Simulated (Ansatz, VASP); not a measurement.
## SrO in VASP and in Ansatz

File INCAR:

```
  PREC = Accurate
  ENCUT = 520
  EDIFF = 1E-6
  ISMEAR = -1
  SIGMA = 0.02
  LREAL = F
  LASPH = T
  NELM = 60
  ALGO = Normal
  ISIF = 2
  LWAVE = F
  LCHARG = F
  GGA = PE
  NBANDS = 15
```

The input KPOINTS:

```
regular mesh
0
Gamma
  8 8 8
```

File POSCAR:

```
SrO
1.0
    0.0000000000      2.6529457192      2.9935933849
    2.6529457192      0.0000000000      2.9935933849
    2.6529457192      2.6529457192      0.0000000000
Sr O
1 1
Direct
    0.0000000000      0.0000000000      0.0000000000
    0.2500000000      0.2500000000      0.2500000000
```

Input for Ansatz:

```yaml
crystal:
  lattice:
    - [0.0, 2.6529457192, 2.9935933849]
    - [2.6529457192, 0.0, 2.9935933849]
    - [2.6529457192, 2.6529457192, 0.0]
  atoms:
    - { symbol: Sr, position: [0.0, 0.0, 0.0] }
    - { symbol: O, position: [0.25, 0.25, 0.25] }
kpoints:
  mp_grid: { grid: [8, 8, 8] }
  band_path:
    path:
      - [0.0, 0.0, 0.0]
      - [-0.5, -0.5, 0.0]
      - [-0.375, -0.375, 0.25]
      - [-0.375, 0.0, 0.375]
      - [0.0, 0.0, 0.5]
      - [-0.5, -0.25, 0.25]
    npoints: 1
hamiltonian:
  xc: pbe
scf:
  occupations: { method: fermi_dirac, width: 0.02 }
  n_extra_bands: 4
output:
  forces: true
  stress: true
  eigenvalues: true
```

Change from the starting cell: epitaxial_xy strain -5.0%.

Alike in both runs: task single point; functional PBE; k mesh 8 × 8 × 8; occupations fermi-dirac, width 0.02 eV; no spin polarisation.

```csv
,VASP,Ansatz
version,VASP 6.6.1,Ansatz 0.2.0
potentials or method,"VASP PAW PBE potentials, release 64 (Sr_sv, O)","plane waves, PAW"
plane-wave cutoff (eV),520,420
valence electrons in the cell,16,16
```

|  | VASP | Ansatz | Ansatz less VASP |
| --- | --- | --- | --- |
| gap on the k mesh at the Fermi level (eV) | 2.54 | 2.54 | -0.003 |
| pressure (GPa) | 3.2 | 2.6 | -0.53 |
| largest component of the traceless stress (GPa) | 1.64 | 1.71 | +0.066 |

A k mesh can miss the band edges.
